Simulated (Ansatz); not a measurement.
Method: DFT PBE, scalar-relativistic, plane waves, PAW (Ansatz). All cells share a 420 eV cutoff and Γ-centred k meshes spaced at most about 0.3 Å⁻¹ (about 0.25 or finer for metals, 2π included). No spin polarisation.

All energies are static (0 K, no zero-point motion).

Two forms of SnGe₅ were relaxed alike.

A.

```xyz
6
Lattice="0.0000 3.9965 3.9965 3.9965 0.0000 3.9965 3.9965 3.9965 0.0000" Properties=species:S:1:pos:R:3 pbc="T T T"
Sn    5.9947    5.9947    5.9947
Ge    2.9947    2.9947    1.0017
Ge    1.0017    2.9947    2.9947
Ge    1.0017    1.0017    1.0017
Ge    2.9947    1.0017    2.9947
Ge    3.9965    3.9965    3.9965
```

B.

```xyz
6
Lattice="3.4013 0.0000 0.0000 0.0000 3.4013 0.0000 0.0000 0.0000 10.6719" Properties=species:S:1:pos:R:3 pbc="T T T"
Sn    0.0000    0.0000    0.0000
Ge    1.7006    1.7006    2.0947
Ge    0.0000    0.0000    3.6221
Ge    1.7006    1.7006    5.3359
Ge    0.0000    0.0000    7.0498
Ge    1.7006    1.7006    8.5772
```

Problem. Which would you expect to be lower, and how large is the difference?

Solution. B is lower, by 60 meV/atom. A has space group F-43m (No. 216), 21.3 Å³/atom and no gap on its mesh; B has space group P4/mmm (No. 123), 20.6 Å³/atom and no gap. Counting Ge atoms around Sn (those within 1.25 times the shortest such distance or 1.15 times the sum of covalent radii; a plus sign parts nearer from farther groups; the shortest distance is added where it is long for a bond), A has Sn 16 from 3.3 Å and B has Sn 8+2 from 3.2 Å. The denser one is the lower, and pressure would at first widen the difference. Even the lower one lies +0.29 eV/atom against the reference forms of the elements (uncorrected), so neither is stable at this level. Both come from invented guesses. The lowest form computed isn't among them: it has space group Pmmm (No. 47), 20.8 Å³/atom and lies 10 meV/atom below the best shown.

Cells relaxed within their symmetry can be saddle points. Some types were kept out of the candidates beforehand, so the set may lack a known form.
